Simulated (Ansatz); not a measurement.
# Ru: one crystal by all-electron and frozen-core methods

Aim: solve Ru at one geometry with all-electron LAPW, PAW with frozen cores and all-electron PAW on datasets made for the crystal, and see where they agree. The cell is first relaxed from a guess with PAW; it needn't be the stable phase of this composition.

This is Ru in the diamond structure; at room conditions it is hcp.

Method: DFT PBE, scalar-relativistic, in Ansatz 0.2.0.

**1. The structure to begin with**

The structure is cubic, space group Fd-3m (No. 227). Conventional cell: a = 5.913 Å, b = 5.913 Å, c = 5.913 Å, α = 90.00°, β = 90.00°, γ = 90.00°. Around Ru (site symmetry -43m) lie 4 Ru at 2.56 Å.

As a file:

```xyz
2
Lattice="0.0000 2.9565 2.9565 2.9565 0.0000 2.9565 2.9565 2.9565 0.0000" Properties=species:S:1:pos:R:3 pbc="T T T"
Ru    0.0000    0.0000    0.0000
Ru    1.4782    1.4782    1.4782
```

Atoms are numbered in the order of the input: Ru1, Ru2.

**2. Cell and atoms relaxed first**

Contents of input.yaml:

```yaml
crystal:
  lattice:
    - [0.0, 2.9564995863, 2.9564995863]
    - [2.9564995863, 0.0, 2.9564995863]
    - [2.9564995863, 2.9564995863, 0.0]
  atoms:
    - { symbol: Ru, position: [0.0, 0.0, 0.0] }
    - { symbol: Ru, position: [0.25, 0.25, 0.25] }
kpoints:
  mp_grid: { grid: [10, 10, 10] }
scf:
  occupations: { method: fermi_dirac, width: 0.03 }
hamiltonian:
  xc: pbe
  pseudopotentials: { kind: paw }
output:
  forces: true
  stress: true
relax:
  f_tol: 0.005
  max_steps: 80
  cell: {}
```

Launch:

```sh
ansatz run input.yaml --threads 1 --pin off --max-ram 2048MiB --backend cpu --events-out ev --progress --plain --runs-dir out
```

Log:

```text
Engine: ansatz 0.2.0
Pseudopotentials: kind: paw
Pseudopotential: Ru, paw, valence charge 16, recommended cutoff 420 eV (normal)
Functional definition: PBE
  parameter kappa = 0.804
  parameter beta = 0.06672455060314922
  exchange = pbe_x(kappa = kappa, mu = beta*pi^2/3)
  correlation = pbe_c(beta = beta)
Crystal: 2 atoms, lattice volume = 51.685 Å³
Basis set: ecut = 420 eV, 965 PW (Γ), exchange–correlation on 60×60×60 points (8 copies of the dense FFT grid, shifted against one another)
Bands: 20, of which v1, the nominal top of the filled ones, is band 16 counted from 1 (15 counted from 0)
Symmetry: 48 space group operations
Space group: Fd-3m (ITA 227), of the structure as read, at distance tolerance 3.7e-5 Å
k-points: 47 of 1000
Non-local potential: Ru, projectors of the file, l = 0: 3, l = 1: 2, l = 2: 2, l = 3: 1
PAW form: soft (Blöchl's): semilocal exchange-correlation on the pseudo side does not see the compensation charge
PAW one-centre angular grid: Ru, 590 points (default); XC on 64 Gauss nodes
Initial density: superposition of atomic densities (neutral atoms: chi_scale 0, normalization atom), corrected by the library's trained network
Initial wavefunctions: pseudopotential atomic-orbital guess
Functional: x = pbe(κ = 0.804, μ = 0.2195149727645171), c = pbe(β = 0.06672455060314922)
SCF iter   1: F=—  HF=-11754.042047 eV  |F-HF|=—  |Δ(HF+E_count)|=         —  Δρ=6.84e-3  dr2=1.68e-2  ethr=1.77e-3  ⟨swp⟩=5.5  Hψ=3837  notcnv=0
preconditioner: auto → LDOS  [metal: Δε(μ)=0.012 eV  Ē_g=3.805 eV  σ=0.030 eV  W_gap=0.10  n_scr=14 (ndim 8)  ℏωp=20.7 eV  f_vac=0.038  D(μ)=2.43/eV (n_scr^D=14)  β→1.0]
SCF iter   2: F=—  HF=-11754.043110 eV  |F-HF|=—  |Δ(HF+E_count)|=   1.06e-3  Δρ=3.50e-3  dr2=4.98e-3  ethr=5.25e-5  ⟨swp⟩=2.6  Hψ=2178  notcnv=0
SCF iter   3: F=—  HF=-11754.042226 eV  |F-HF|=—  |Δ(HF+E_count)|=   8.84e-4  Δρ=6.95e-4  dr2=2.77e-4  ethr=1.56e-5  ⟨swp⟩=2.0  Hψ=1765  notcnv=0
SCF iter   4: F=—  HF=-11754.042192 eV  |F-HF|=—  |Δ(HF+E_count)|=   3.39e-5  Δρ=8.35e-5  dr2=3.28e-6  ethr=8.67e-7  ⟨swp⟩=2.0  Hψ=1368  notcnv=0
SCF iter   5: F=—  HF=-11754.042194 eV  |F-HF|=—  |Δ(HF+E_count)|=   1.58e-6  Δρ=1.47e-5  dr2=8.36e-8  ethr=1.02e-8  ⟨swp⟩=2.0  Hψ=1657  notcnv=0
SCF iter   6: F=-11754.042194 eV  HF=-11754.042194 eV  |F-HF|=3.33e-10  |Δ(HF+E_count)|=   1.32e-7  Δρ=1.20e-6  dr2=6.65e-10  ethr=2.61e-10  ⟨swp⟩=2.6  Hψ=3304  notcnv=0
SCF 1 converged in 6 iterations: F = -11754.042194 eV  dr2 = 6.65e-10
relax step   1: F+E_penalty+E_count = -11754.04219403 eV  Δ(F+E_penalty+E_count) = +0.000e0 eV  max|allowed force component| = 1.388e-17 eV/Å  Δτ_max = 0.0000 Å  P = -22.046 GPa  Ω = 51.685 Å³  (6 SCF iters, dr2 threshold 1.00e-7 eV, accepted)
Crystal: 2 atoms, lattice volume = 44.488 Å³
Basis set: ecut = 420 eV, 893 PW (Γ), exchange–correlation on 60×60×60 points (8 copies of the dense FFT grid, shifted against one another)
Initial density: handed on by an earlier stage of this run
Initial wavefunctions: those handed on with the density
iter 1 solved again at ethr=8.34e-5 eV; its pass at ethr=3.10e-3 eV (dr2=2.67e-2 eV) is discarded
SCF iter   1: F=—  HF=-11754.857772 eV  |F-HF|=—  |Δ(HF+E_count)|=         —  Δρ=1.01e-2  dr2=2.81e-2  ethr=8.34e-5  ⟨swp⟩=1.0  Hψ=5167  notcnv=0
preconditioner: auto → Kerker (q_TF=auto, 2.583 Å⁻¹)  [metal: Δε(μ)=0.064 eV  Ē_g=4.531 eV  σ=0.030 eV  W_gap=0.41  n_scr=14 (ndim 8)  ℏωp=22.3 eV  f_vac=0.004  D(μ)=1.62/eV (n_scr^D=14)]
SCF iter   2: F=—  HF=-11754.854673 eV  |F-HF|=—  |Δ(HF+E_count)|=   3.10e-3  Δρ=5.24e-3  dr2=6.85e-3  ethr=8.34e-5  ⟨swp⟩=2.5  Hψ=1316  notcnv=0
SCF iter   3: F=—  HF=-11754.854751 eV  |F-HF|=—  |Δ(HF+E_count)|=   7.80e-5  Δρ=8.05e-4  dr2=1.23e-4  ethr=2.14e-5  ⟨swp⟩=2.0  Hψ=1495  notcnv=0
SCF iter   4: F=—  HF=-11754.854823 eV  |F-HF|=—  |Δ(HF+E_count)|=   7.22e-5  Δρ=1.45e-4  dr2=1.00e-5  ethr=3.86e-7  ⟨swp⟩=2.7  Hψ=1756  notcnv=0
SCF iter   5: F=—  HF=-11754.854825 eV  |F-HF|=—  |Δ(HF+E_count)|=   2.02e-6  Δρ=5.64e-5  dr2=1.01e-6  ethr=3.12e-8  ⟨swp⟩=2.9  Hψ=1682  notcnv=0
SCF iter   6: F=-11754.854825 eV  HF=-11754.854825 eV  |F-HF|=2.29e-8  |Δ(HF+E_count)|=   7.98e-9  Δρ=1.24e-5  dr2=8.17e-8  ethr=6.25e-10  ⟨swp⟩=4.1  Hψ=3410  notcnv=0
SCF 2 converged in 6 iterations: F = -11754.854825 eV  dr2 = 8.17e-8
relax step   2: F+E_penalty+E_count = -11754.85482503 eV  Δ(F+E_penalty+E_count) = -8.126e-1 eV  max|allowed force component| = 7.401e-17 eV/Å  Δτ_max = 0.0000 Å  P = -12.172 GPa  Ω = 44.488 Å³  energy of the carried Pulay correction = +1.662e-3 eV  (6 SCF iters, dr2 threshold 2.00e-7 eV, accepted)
Crystal: 2 atoms, lattice volume = 38.003 Å³
Basis set: ecut = 420 eV, 725 PW (Γ), exchange–correlation on 60×60×60 points (8 copies of the dense FFT grid, shifted against one another)
iter 1 solved again at ethr=2.14e-5 eV; its pass at ethr=3.10e-3 eV (dr2=6.84e-3 eV) is discarded
SCF iter   1: F=—  HF=-11754.924226 eV  |F-HF|=—  |Δ(HF+E_count)|=         —  Δρ=8.43e-3  dr2=7.27e-3  ethr=2.14e-5  ⟨swp⟩=2.2  Hψ=5919  notcnv=0
preconditioner: auto → Kerker (q_TF=auto, 2.651 Å⁻¹)  [metal: Δε(μ)=0.076 eV  Ē_g=5.426 eV  σ=0.030 eV  W_gap=0.47  n_scr=14 (ndim 8)  ℏωp=24.1 eV  f_vac=0.000  D(μ)=1.35/eV (n_scr^D=14)]
SCF iter   2: F=—  HF=-11754.925998 eV  |F-HF|=—  |Δ(HF+E_count)|=   1.77e-3  Δρ=4.73e-3  dr2=2.31e-3  ethr=2.14e-5  ⟨swp⟩=1.0  Hψ=940  notcnv=0
SCF iter   3: F=—  HF=-11754.927140 eV  |F-HF|=—  |Δ(HF+E_count)|=   1.14e-3  Δρ=4.23e-4  dr2=3.59e-5  ethr=7.21e-6  ⟨swp⟩=1.3  Hψ=1142  notcnv=0
SCF iter   4: F=—  HF=-11754.927151 eV  |F-HF|=—  |Δ(HF+E_count)|=   1.11e-5  Δρ=1.32e-4  dr2=3.60e-6  ethr=1.12e-7  ⟨swp⟩=2.4  Hψ=1624  notcnv=0
SCF iter   5: F=—  HF=-11754.927153 eV  |F-HF|=—  |Δ(HF+E_count)|=   2.57e-6  Δρ=2.65e-5  dr2=2.43e-7  ethr=1.13e-8  ⟨swp⟩=2.3  Hψ=1477  notcnv=0
SCF iter   6: F=-11754.927153 eV  HF=-11754.927153 eV  |F-HF|=6.87e-9  |Δ(HF+E_count)|=   1.02e-7  Δρ=6.01e-6  dr2=1.39e-8  ethr=6.25e-10  ⟨swp⟩=4.0  Hψ=3399  notcnv=0
SCF 3 converged in 6 iterations: F = -11754.927153 eV  dr2 = 1.39e-8
relax step   3: F+E_penalty+E_count = -11754.92715331 eV  Δ(F+E_penalty+E_count) = -7.233e-2 eV  max|allowed force component| = 7.864e-17 eV/Å  Δτ_max = 0.0000 Å  P = +12.415 GPa  Ω = 38.003 Å³  energy of the carried Pulay correction = +3.389e-3 eV  (6 SCF iters, dr2 threshold 2.00e-7 eV, accepted)
Crystal: 2 atoms, lattice volume = 41.023 Å³
Basis set: ecut = 420 eV, 821 PW (Γ), exchange–correlation on 60×60×60 points (8 copies of the dense FFT grid, shifted against one another)
iter 1 solved again at ethr=4.98e-6 eV; its pass at ethr=3.10e-3 eV (dr2=1.59e-3 eV) is discarded
SCF iter   1: F=—  HF=-11755.015496 eV  |F-HF|=—  |Δ(HF+E_count)|=         —  Δρ=3.98e-3  dr2=1.57e-3  ethr=4.98e-6  ⟨swp⟩=2.2  Hψ=5901  notcnv=0
preconditioner: auto → Kerker (q_TF=auto, 2.618 Å⁻¹)  [metal: Δε(μ)=0.065 eV  Ē_g=4.974 eV  σ=0.030 eV  W_gap=0.43  n_scr=14 (ndim 8)  ℏωp=23.2 eV  f_vac=0.000  D(μ)=1.48/eV (n_scr^D=14)]
SCF iter   2: F=—  HF=-11755.016149 eV  |F-HF|=—  |Δ(HF+E_count)|=   6.53e-4  Δρ=2.26e-3  dr2=5.54e-4  ethr=4.91e-6  ⟨swp⟩=1.0  Hψ=940  notcnv=0
SCF iter   3: F=—  HF=-11755.016504 eV  |F-HF|=—  |Δ(HF+E_count)|=   3.55e-4  Δρ=1.79e-4  dr2=7.33e-6  ethr=1.73e-6  ⟨swp⟩=2.0  Hψ=1312  notcnv=0
SCF iter   4: F=—  HF=-11755.016509 eV  |F-HF|=—  |Δ(HF+E_count)|=   5.62e-6  Δρ=3.12e-5  dr2=4.88e-7  ethr=2.29e-8  ⟨swp⟩=2.5  Hψ=1640  notcnv=0
iter 5 did not close the SCF: its close was put off for the readings that it lacked (scf_convergence_deferred on its scf_iter line)
SCF iter   5: F=-11755.016510 eV  HF=-11755.016510 eV  |F-HF|=4.13e-8  |Δ(HF+E_count)|=   2.60e-7  Δρ=1.50e-5  dr2=1.29e-7  ethr=1.52e-9  ⟨swp⟩=2.5  Hψ=1419  notcnv=0
SCF iter   6: F=-11755.016510 eV  HF=-11755.016510 eV  |F-HF|=2.60e-9  |Δ(HF+E_count)|=   7.00e-8  Δρ=3.36e-6  dr2=5.16e-9  ethr=4.02e-10  ⟨swp⟩=2.1  Hψ=3188  notcnv=0
SCF 4 converged in 6 iterations: F = -11755.016510 eV  dr2 = 5.16e-9
relax step   4: F+E_penalty+E_count = -11755.01650978 eV  Δ(F+E_penalty+E_count) = -8.936e-2 eV  max|allowed force component| = 9.252e-17 eV/Å  Δτ_max = 0.0000 Å  P = -1.836 GPa  Ω = 41.023 Å³  energy of the carried Pulay correction = +2.554e-3 eV  (6 SCF iters, dr2 threshold 2.00e-7 eV, accepted)
Crystal: 2 atoms, lattice volume = 40.558 Å³
iter 1 solved again at ethr=1.26e-7 eV; its pass at ethr=3.10e-3 eV (dr2=4.02e-5 eV) is discarded
SCF iter   1: F=—  HF=-11755.019334 eV  |F-HF|=—  |Δ(HF+E_count)|=         —  Δρ=6.09e-4  dr2=4.10e-5  ethr=1.26e-7  ⟨swp⟩=2.7  Hψ=5862  notcnv=0
preconditioner: auto → Kerker (q_TF=auto, 2.623 Å⁻¹)  [metal: Δε(μ)=0.070 eV  Ē_g=5.038 eV  σ=0.030 eV  W_gap=0.45  n_scr=14 (ndim 8)  ℏωp=23.3 eV  f_vac=0.000  D(μ)=1.46/eV (n_scr^D=14)]
SCF iter   2: F=—  HF=-11755.019345 eV  |F-HF|=—  |Δ(HF+E_count)|=   1.15e-5  Δρ=3.44e-4  dr2=1.35e-5  ethr=1.26e-7  ⟨swp⟩=1.0  Hψ=940  notcnv=0
iter 3 did not close the SCF: its close was put off for the readings that it lacked (scf_convergence_deferred on its scf_iter line)
SCF iter   3: F=-11755.019353 eV  HF=-11755.019352 eV  |F-HF|=1.03e-7  |Δ(HF+E_count)|=   7.09e-6  Δρ=2.95e-5  dr2=1.89e-7  ethr=4.21e-8  ⟨swp⟩=2.0  Hψ=1305  notcnv=0
iter 4 did not close the SCF: its close was put off for the readings that it lacked (scf_convergence_deferred on its scf_iter line)
SCF iter   4: F=-11755.019353 eV  HF=-11755.019353 eV  |F-HF|=1.66e-8  |Δ(HF+E_count)|=   1.19e-7  Δρ=8.70e-6  dr2=1.58e-8  ethr=5.92e-10  ⟨swp⟩=2.8  Hψ=1742  notcnv=0
iter 5 did not close the SCF: its close was put off for the readings that it lacked (scf_convergence_deferred on its scf_iter line)
SCF iter   5: F=-11755.019353 eV  HF=-11755.019353 eV  |F-HF|=5.44e-10  |Δ(HF+E_count)|=   1.78e-8  Δρ=1.64e-6  dr2=1.05e-9  ethr=4.95e-11  ⟨swp⟩=2.0  Hψ=1362  notcnv=0
SCF iter   6: F=-11755.019353 eV  HF=-11755.019353 eV  |F-HF|=3.27e-11  |Δ(HF+E_count)|=  8.39e-10  Δρ=3.54e-7  dr2=6.33e-11  ethr=3.28e-12  ⟨swp⟩=1.7  Hψ=2554  notcnv=0
SCF 5 converged in 6 iterations: F = -11755.019353 eV  dr2 = 6.33e-11
relax step   5: F+E_penalty+E_count = -11755.01935262 eV  Δ(F+E_penalty+E_count) = -2.843e-3 eV  max|allowed force component| = 6.939e-17 eV/Å  Δτ_max = 0.0000 Å  P = -0.018 GPa  Ω = 40.558 Å³  energy of the carried Pulay correction = +2.679e-3 eV  (6 SCF iters, dr2 threshold 2.00e-7 eV, accepted)
Basis set: ecut = 420 eV, 821 PW (Γ), exchange–correlation on 54×54×54 points (8 copies of the dense FFT grid, shifted against one another)
Initial wavefunctions: pseudopotential atomic-orbital guess (no wavefunctions were taken with the density)
iter 1 solved again at ethr=3.96e-7 eV; its pass at ethr=3.10e-3 eV (dr2=1.27e-4 eV) is discarded
SCF iter   1: F=—  HF=-11755.014708 eV  |F-HF|=—  |Δ(HF+E_count)|=         —  Δρ=7.53e-4  dr2=3.50e-5  ethr=3.96e-7  ⟨swp⟩=3.0  Hψ=6416  notcnv=0
preconditioner: auto → Kerker (q_TF=auto, 2.623 Å⁻¹)  [metal: Δε(μ)=0.069 eV  Ē_g=5.038 eV  σ=0.030 eV  W_gap=0.45  n_scr=14 (ndim 8)  ℏωp=23.3 eV  f_vac=0.000  D(μ)=1.46/eV (n_scr^D=14)]
SCF iter   2: F=—  HF=-11755.014719 eV  |F-HF|=—  |Δ(HF+E_count)|=   1.18e-5  Δρ=3.91e-4  dr2=8.52e-6  ethr=1.10e-7  ⟨swp⟩=2.0  Hψ=1670  notcnv=0
SCF iter   3: F=—  HF=-11755.014725 eV  |F-HF|=—  |Δ(HF+E_count)|=   5.47e-6  Δρ=2.77e-5  dr2=6.63e-8  ethr=2.66e-8  ⟨swp⟩=2.7  Hψ=1702  notcnv=0
SCF iter   4: F=—  HF=-11755.014724 eV  |F-HF|=—  |Δ(HF+E_count)|=   7.33e-7  Δρ=1.78e-6  dr2=4.86e-10  ethr=2.07e-10  ⟨swp⟩=2.0  Hψ=1345  notcnv=0
SCF iter   5: F=—  HF=-11755.014724 eV  |F-HF|=—  |Δ(HF+E_count)|=  5.82e-10  Δρ=4.00e-7  dr2=6.35e-11  ethr=1.52e-12  ⟨swp⟩=2.1  Hψ=1596  notcnv=0
SCF iter   6: F=-11755.014724 eV  HF=-11755.014724 eV  |F-HF|=1.82e-12  |Δ(HF+E_count)|=  4.37e-11  Δρ=1.30e-7  dr2=1.20e-11  ethr=1.00e-12  ⟨swp⟩=5.2  Hψ=3903  notcnv=0
SCF 6 converged in 6 iterations: F = -11755.014724 eV  dr2 = 1.20e-11
relax step   6: F+E_penalty+E_count = -11755.01472416 eV  Δ(F+E_penalty+E_count) = +4.628e-3 eV  max|allowed force component| = 1.295e-16 eV/Å  Δτ_max = 0.0000 Å  P = +0.012 GPa  Ω = 40.558 Å³  stress off target by 1.18e-2 GPa  SCF on the basis re-selected at this cell (its energy is not comparable with the rows above)  (6 SCF iters)
basis re-selected at this cell: Δ(F+E_penalty+E_count) = +4.628e-3 eV, ΔP = +0.030 GPa vs the last step (what re-selecting the basis moved, of the pressure what is left beyond the Pulay correction that the steps carried, after the strain that the cell walked since its last selection, with what the two solves' SCF thresholds leave and, on support functions, any second-order correction that the steps lacked; it is no measure of the basis error at this ecutwfc). The dense FFT grid was sized anew with the basis: this SCF ran on 27×27×27 points, the steps before it on 30×30×30, so part of this shift can come from that change (see relax.cell in the input reference). This SCF's stress stands 1.18e-2 GPa from its target on what of the cell is left free (relax.cell.stress_tol is 5.00e-2 GPa) and its largest allowed force component is 1.30e-16 eV/Å (relax.f_tol is 5.00e-3 eV/Å): within both
SCF converged after 6 iterations
Free energy (F): -11755.014724 eV
Harris-Foulkes:  -11755.014724 eV  (|F-HF|=1.82e-12)
Internal energy: -11755.010271 eV  (E = F + TS)
E sigma→0 (E₀):  -11755.012498 eV
Entropy (-TS):   -0.004453 eV (-2.226 meV/atom)
Fermi energy:    14.182734 eV
--- Per-component energies (eV) ---
  E_band       = -391.938822
  E_kinetic    = 1029.262063
  E_local      = -3873.660209  (includes V_loc(G=0)·N_el)
  E_nonlocal   = 690.325090
  E_hartree    = 1341.699607
  E_xc         = -378.202895
  E_vxc        = -474.364909  (∫ρ·V_xc dr)
  E_paw        = -6923.526311  (= ΣΔE_a)
  E_vpaw       = -446.899858  (= ΣTr[D̂ρ^β])
  E_aug_tail   = -0.000397  (compensation charges beyond the density's cutoff)
  E_ewald      = -3640.907220
  E_smearing   = -0.004453  (= −TS)
  E_closure    = 0.000000  (closes the sum)
  Σ components = -11755.014724   (vs F -11755.014724, Δ=0.00e0)
--- Forces (eV/Å), atoms counted from 1 ---
  atom   1  Ru    -0.00000000     0.00000000    -0.00000000
  atom   2  Ru     0.00000000    -0.00000000     0.00000000
  max |Σ_I F_I| component: 1.85e-17 eV/Å
--- Stress (GPa, compression-positive) ---
        0.011819      -0.000000      -0.000000
        0.000000       0.011819      -0.000000
       -0.000000      -0.000000       0.011819
  P = ⅓ Tr σ = 0.0118 GPa (0.118 kbar)
--- Relaxed structure (5 steps of the walk, 5 accepted, 1 SCFs on fresh bases) ---
  F+E_penalty+E_count = -11755.01472416 eV   max|allowed force component| = 1.295e-16 eV/Å   (the final SCF, on the basis selected at the relaxed cell)
  cell:  # Å, volume = 40.5582 Å³
    - [-7.834134262082352e-34, 2.726985641165351, 2.726985641165351]
    - [2.726985641165351, -1.0572897206752963e-33, 2.726985641165351]
    - [2.726985641165351, 2.726985641165351, 1.7292418836639406e-33]
  atoms:
    - { symbol: Ru, position: [1.906767539392255e-34, -4.1324606102842825e-34, -4.417457893752163e-34] }
    - { symbol: Ru, position: [0.24999999999999997, 0.24999999999999997, 0.24999999999999997] }
```

It took 6 s on 1 thread of Intel Xeon 6975P-C (Granite Rapids), shared host; peak memory 0.41 GiB.

Relaxation path:

```
step  energy from step 1 (eV/cell)  largest force component (eV/Å)  pressure (GPa)  volume (Å³)
   1                        0.0000                          0.0000          -22.05        51.68
   2                       -0.8126                          0.0000          -12.17        44.49
   3                       -0.8850                          0.0000           12.41        38.00
   4                       -0.9743                          0.0000           -1.84        41.02
   5                       -0.9772                          0.0000           -0.02        40.56
   6                       -0.9725                          0.0000            0.01        40.56
```

Step 1 is the start. Step 6 repeats the geometry before it on a plane-wave basis chosen anew for that cell, so its energy need not be comparable with the rows above.

Lengths and angles in the start's conventional setting:

|  | before | after | change |
| --- | --- | --- | --- |
| a (Å) | 5.913 | 5.454 | -7.8 % |
| b (Å) | 5.913 | 5.454 | -7.8 % |
| c (Å) | 5.913 | 5.454 | -7.8 % |
| volume (Å³/atom) | 25.84 | 20.28 | -21.5 % |
| shortest distance (Å) | 2.560 | 2.362 | -7.8 % |
| space group (0.01 Å) | Fd-3m | Fd-3m | same |

Forces and stress were held to the start's 48 operations: a distortion of lower symmetry was not tested.

[end of part 1 of 2]
